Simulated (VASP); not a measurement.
Here is a VASP 6.6.1 calculation.

The input INCAR:

```
ALGO = Fast
EDIFF = 1E-7
EDIFFG = -0.01
ENCUT = 600
GGA = PS
IBRION = 2
ISIF = 4
ISMEAR = 1
LASPH = True
LCHARG = False
LREAL = False
LWAVE = False
NELM = 80
NSW = 40
PREC = Accurate
SIGMA = 0.1
```

The input KPOINTS:

```
k-points
0
Gamma
  15 15 7
```

The input POSCAR:

```
Mg                                      
1.0
    3.1730847242      0.0000000000      0.0000000000
   -1.5865423621      2.7479719795      0.0000000000
    0.0000000000      0.0000000000      5.0548457590
  Mg            
     2
Direct
     0.3333333332999970    0.6666666667000030    0.2500000000000000
     0.6666666667000030    0.3333333332999970    0.7500000000000000
```

Potentials or basis: VASP PAW PBE potentials, release 64 (Mg).

Command:

```sh
$ cat potpaw_PBE.64/Mg/POTCAR > POTCAR
$ mpirun -np 1 vasp_std > vasp.out
```

**Question.** What does it give for the band gap on the k mesh?

**Answer.** None (metal or under the smearing width).

Final structure:
```cif
data_structure
_symmetry_space_group_name_H-M 'P 1'
_symmetry_Int_Tables_number 1
_cell_length_a 3.1731
_cell_length_b 3.1731
_cell_length_c 5.0548
_cell_angle_alpha 90.000
_cell_angle_beta 90.000
_cell_angle_gamma 120.000
_cell_volume 44.08
loop_
_atom_site_label
_atom_site_type_symbol
_atom_site_fract_x
_atom_site_fract_y
_atom_site_fract_z
_atom_site_occupancy
Mg1 Mg 0.33333 0.66667 0.25000 1
Mg2 Mg 0.66667 0.33333 0.75000 1
```

Caveat: the relaxation stopped at its first step, so nothing moved.
